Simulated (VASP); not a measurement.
A run of VASP 6.6.1 is set up as follows.

File INCAR:

```
SYSTEM = Pb
  PREC = Accurate
  ENCUT = 520
  EDIFF = 1E-8
  ISMEAR = -1
  SIGMA = 0.08
  LREAL = .FALSE.
  LASPH = .TRUE.
  NELM = 100
  ALGO = Fast
  ISIF = 2
  LWAVE = .FALSE.
  LCHARG = .FALSE.
  GGA = PS
  LEFG = .TRUE.
  NBANDS = 13
```

The input KPOINTS:

```
regular mesh
0
G
  13 13 13
  0 0 0
```

Contents of POSCAR:

```
Pb
1.0
   -1.9395907887      1.9395907887      1.9395907887
    1.9395907887     -1.9395907887      1.9395907887
    1.9395907887      1.9395907887     -1.9395907887
Pb
1
Direct
    0.0000000000      0.0000000000      0.0000000000
```

Potentials or basis: VASP PAW PBE potentials, release 64 (Pb_d).

Command:

```sh
$ cat potpaw_PBE.64/Pb_d/POTCAR > POTCAR
$ mpirun -np 1 vasp_std > vasp.out
```

What does it give for the pressure?

1.1 GPa.

Predict the band gap on the k mesh.

none (metal or under the smearing width).

Electric field gradients, principal values (V/Å²):
```tsv
atom	Vxx	Vyy	Vzz
1 Pb	-0.001	-0.001	0.001
```

Caveat: the PAW data sets were made with another functional, which shifts forces and pressure a little. The run has no spin-orbit coupling, so splittings on Pb are missing.
